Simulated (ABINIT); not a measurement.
Input of an ABINIT 10.8.3 (patched build) run:

The input run.abi:

```
# Pseudopotentials
pp_dirpath "./"
pseudos "Hf.GGA_PBE-JTH.xml, O.GGA_PBE-JTH.xml"

# Structure
acell 5.21946336 5.00476369 5.03268505 Angstrom
rprim
     1.0000000000     0.0000000000     0.0000000000
     0.0000000000     1.0000000000     0.0000000000
     0.0000000000     0.0000000000     1.0000000000
ntypat 2
znucl 72 8
natom 12
typat 1 1 1 1 2 2 2 2 2 2 2 2
xred
     0.9669940000     0.7325208200     0.7414403500
     0.5330060000     0.7325208200     0.2414403500
     0.4669940000     0.2674791800     0.7414403500
     0.0330060000     0.2674791800     0.2414403500
     0.6321274500     0.9286454000     0.8792672600
     0.8678725500     0.9286454000     0.3792672600
     0.2339485200     0.5398830500     0.4922923900
     0.2660514800     0.5398830500     0.9922923900
     0.7660514800     0.4601169500     0.9922923900
     0.7339485200     0.4601169500     0.4922923900
     0.1321274500     0.0713546000     0.8792672600
     0.3678725500     0.0713546000     0.3792672600
chkprim 0
chksymtnons 0
tolsym 1.0e-6

# Plane-wave basis
ecut 23.0
pawecutdg 45.0
pawxcdev 0

# k points
kptopt 1
ngkpt 5 6 5
nshiftk 1
shiftk 0.0 0.0 0.0

# Exchange and correlation
ixc 11

# Bands and occupations
nband 58
occopt 3
tsmear 0.00183747

# SCF cycle
nstep 100
tolvrs 1.0e-9

# Output
iomode 3
prtwf 0
prtden 0
prteig 0
prtebands 0
```

Potentials or basis: JTH PAW PBE v2.0.

Run with:

```sh
$ abinit run.abi > log 2>&1
```

Q: What does it give for the band gap on the k mesh?

A: 4.45 eV, indirect (least direct gap 4.66 eV).

Q: Estimate the pressure.

A: 6.7 GPa.

Q: What does it give for the largest force?

A: 0.085 eV/Å.

Forces in eV/Å, atoms in the order of the input:
```
Hf   0.008 -0.038  0.053
Hf  -0.008 -0.038  0.053
Hf   0.008  0.038  0.053
Hf  -0.008  0.038  0.053
O   -0.003 -0.051  0.003
O    0.003 -0.051  0.003
O    0.030  0.058 -0.056
O   -0.030  0.058 -0.056
O   -0.030 -0.058 -0.056
O    0.030 -0.058 -0.056
O   -0.003  0.051  0.003
O    0.003  0.051  0.003
```

Caveat: spin-orbit coupling is left out, which moves the levels of the heavy elements; an odd mesh through Γ misses points on the zone boundary, where band edges often lie.
